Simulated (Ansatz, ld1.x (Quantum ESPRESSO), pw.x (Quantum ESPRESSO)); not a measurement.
**What a changed setting does to a pw.x run (sc Co)**

Potential: PAW, ld1.x (Quantum ESPRESSO) 7.5, PBE; core [Ne], reference 3s2 3p6 3d7 4s2 4p0; waves: 3s (bound): rcut 1.05, rcutus 1.10 bohr; 4s (bound): rcut 1.05, rcutus 1.10 bohr; 3p (bound): rcut 1.25, rcutus 1.30 bohr; 4p (bound, empty): rcut 1.25, rcutus 1.30 bohr; 3d (bound): rcut 1.50, rcutus 1.75 bohr; 3d channel at -0.15 Ry: rcut 1.50, rcutus 1.75 bohr; local part: all-electron potential smoothed inside 1.55 bohr (lloc = -2); core correction: a·sin(br)/r model core inside 0.55 bohr; augmentation: PSQ, inside the norm-conserving radii.

The reference run (k-mesh 14³, cutoffs 120/900 Ry, Fermi–Dirac 0.01 Ry, mixing_beta 0.4, conv_thr 1e-9, no spin) gives 0.99 GPa at 11.939 Å³/atom, where all-electron LAPW gives 0.51 GPa. This run, with its own iteration cap, changes smearing to gauss.

```
&control
  calculation='scf', prefix='x', pseudo_dir='./', outdir='./tmp', tstress=.true., disk_io='none'
/
&system
  ibrav=0, nat=1, ntyp=1, ecutwfc=120, ecutrho=900, nbnd=17,
  occupations='smearing', smearing='gauss', degauss=0.01
/
&electrons
  conv_thr=1e-09, mixing_beta=0.4, electron_maxstep=70
/
ATOMIC_SPECIES
Co 1.0 Co.UPF
CELL_PARAMETERS angstrom
  2.28554258 0.00000000 0.00000000
  0.00000000 2.28554258 0.00000000
  0.00000000 0.00000000 2.28554258
ATOMIC_POSITIONS crystal
Co 0.0000 0.0000 0.0000
K_POINTS automatic
14 14 14 0 0 0
```

```bash
pw.x < Co.scf.in > Co.scf.out
```

Problem. How does the run end?

Solution. It converges in 9 iterations; the free energy moves by +72.8 meV/atom and the pressure by -1.27 GPa. Gaussian smearing of the same width is narrower in effect than Fermi–Dirac, so its quadratic term in F is smaller.

```
Message from routine setup:
     using ibrav=0 with symmetry is DISCOURAGED, use correct ibrav instead
     lattice parameter (alat)  =       4.3190  a.u.
     unit-cell volume          =      80.5684 (a.u.)^3
     number of electrons       =        17.00
     number of Kohn-Sham states=           17
     kinetic-energy cutoff     =     120.0000  Ry
     charge density cutoff     =     900.0000  Ry
     scf convergence threshold =      1.0E-09
     Exchange-correlation= SLA  PW   PBX  PBC
     number of k points=   120  Gaussian smearing, width (Ry)=  0.0100
     iteration #  1     ecut=   120.00 Ry     beta= 0.40
     total energy              =    -376.64719073 Ry
     estimated scf accuracy    <       0.00552149 Ry
     iteration #  2     ecut=   120.00 Ry     beta= 0.40
     total energy              =    -376.64759138 Ry
     estimated scf accuracy    <       0.00404557 Ry
     iteration #  3     ecut=   120.00 Ry     beta= 0.40
     total energy              =    -376.64746096 Ry
     estimated scf accuracy    <       0.00077765 Ry
     [... 3 iterations left out ...]
     iteration #  7     ecut=   120.00 Ry     beta= 0.40
     total energy              =    -376.64749571 Ry
     estimated scf accuracy    <          2.2E-09 Ry
     iteration #  8     ecut=   120.00 Ry     beta= 0.40
     total energy              =    -376.64749571 Ry
     estimated scf accuracy    <          1.1E-09 Ry
     iteration #  9     ecut=   120.00 Ry     beta= 0.40
     the Fermi energy is    16.5064 ev
!    total energy              =    -376.64749571 Ry
     estimated scf accuracy    <          6.1E-10 Ry
     smearing contrib. (-TS)   =      -0.00198015 Ry
     The total energy is F=E-TS. E is the sum of the following terms:
     one-electron contribution =    -158.26050023 Ry
     hartree contribution      =      92.35929582 Ry
     xc contribution           =     -32.80583331 Ry
     ewald contribution        =    -189.85171791 Ry
     one-center paw contrib.   =     -88.08675992 Ry
     convergence has been achieved in   9 iterations
          total   stress  (Ry/bohr**3)                   (kbar)     P=       -2.77
     Message from routine punch:
     Nothing written, as per user request (disk_io='none')
```

The run took about 40 s on one core of a shared host (Neoverse-V1, 64 threads, 495 GiB, load 27).
